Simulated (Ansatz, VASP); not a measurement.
**Mg4H in VASP and in Ansatz**

INCAR

```
PREC     = Accurate       # precision mode
ENCUT    = 600            # plane-wave cutoff, eV
EDIFF    = 1E-7           # SCF threshold, eV
ISMEAR   = 0              # smearing method
SIGMA    = 0.1            # smearing width, eV
LREAL    = False          # projectors in reciprocal space
LASPH    = True           # aspherical terms in the spheres
NELM     = 80             # most SCF steps
ALGO     = Normal         # electronic algorithm
ISIF     = 3              # what is computed and relaxed
LWAVE    = False          # write WAVECAR
LCHARG   = False          # write CHGCAR
GGA      = PE             # functional
IBRION   = 2              # ionic algorithm
NSW      = 90             # ionic steps
EDIFFG   = -0.04          # ionic threshold
```

KPOINTS

```
regular mesh
0
Gamma
  4 4 4
```

POSCAR

```
Mg4H
1.0
    4.1351582800      0.0000000000      0.0000000000
    0.0000000000      4.1351582800      0.0000000000
    0.0000000000      0.0000000000      4.1351582800
Mg H
4 1
Direct
    0.5000000000      0.5000000000      0.5000000000
    0.0000000000      0.5000000000      0.5000000000
    0.5000000000      0.0000000000      0.5000000000
    0.5000000000      0.5000000000      0.0000000000
    0.0000000000      0.0000000000      0.0000000000
```

Input for Ansatz:

```yaml
crystal:
  lattice:
    - [4.13515828, 0.0, 0.0]
    - [0.0, 4.13515828, 0.0]
    - [0.0, 0.0, 4.13515828]
  atoms:
    - { symbol: Mg, position: [0.5, 0.5, 0.5] }
    - { symbol: Mg, position: [0.0, 0.5, 0.5] }
    - { symbol: Mg, position: [0.5, 0.0, 0.5] }
    - { symbol: Mg, position: [0.5, 0.5, 0.0] }
    - { symbol: H, position: [0.0, 0.0, 0.0] }
basis:
  ecutwfc: 420
kpoints:
  mp_grid: { grid: [4, 4, 4] }
hamiltonian:
  xc: pbe
scf:
  occupations: { method: gaussian, width: 0.1 }
  lower_state_search: "off"
output:
  forces: true
  stress: true
  eigenvalues: true
relax:
  adjacent_minimum: "off"
  f_tol: 0.04
  max_steps: 70
  cell: { stress_tol: 0.4 }
```

Change from the starting cell: species swapped into the Mn4N type (Pm-3m, No. 221).

Alike in both runs: task relaxation of cell and atoms; functional PBE; k mesh 4 × 4 × 4; occupations gaussian, width 0.1 eV; no spin polarisation.

|  | VASP | Ansatz |
| --- | --- | --- |
| version | VASP 6.6.1 | Ansatz 0.2.0 |
| potentials or method | VASP PAW PBE potentials, release 64 (Mg, H) | scalar-relativistic, plane waves, PAW |
| plane-wave cutoff (eV) | 600 | 420 |
| valence electrons in the cell | 9 | 41 |

VASP gave:

```
gap on the k mesh at the Fermi level, each at its own relaxed structure (eV) : none
relaxed volume (Å³/atom)                                                     : 32.77
relaxed cell length with the largest relative difference (Å)                 : 5.472
energy change over the relaxation (meV/atom)                                 : -1742
```

Which values does Ansatz return?

gap on the k mesh at the Fermi level, each at its own relaxed structure (eV): none; relaxed volume (Å³/atom): 32.07; relaxed cell length with the largest relative difference (Å): 5.433; energy change over the relaxation (meV/atom): -1729.

A gap of «none» marks a metal or a gap that the smearing closes. The two sets of potentials don't hold the same shells in valence.

Caveats: the k mesh is coarse (spacing up to 0.38 Å⁻¹), so the values aren't converged; the volume moved by over 15 % at a fixed basis, so the end points are rough.
